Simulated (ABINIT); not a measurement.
The system is SnTe.

```
CELL_PARAMETERS angstrom
0.00000 3.15085 3.15085
3.15085 0.00000 3.15085
3.15085 3.15085 0.00000
ATOMIC_POSITIONS crystal
Te 0.50000 0.50000 0.50000
Sn 0.00000 0.00000 0.00000
```

Base run:

```yaml
Program: ABINIT 10.8.3 (patched build)
Functional: revPBE
Potentials_or_basis: JTH PAW PBE v2.0
Cutoff: 707 eV
k_mesh: 7 × 7 × 7
Occupations: fermi-dirac, width 0.05 eV
Spin: no spin polarisation
```

Its results: pressure 2.9 GPa.

Problem. The run is repeated on the same cell with these changes: functional from revPBE to BLYP. What comes out?

Solution. Pressure 5.8 GPa.

Caveats: the PAW data sets were made with another functional, which shifts forces and pressure a little.
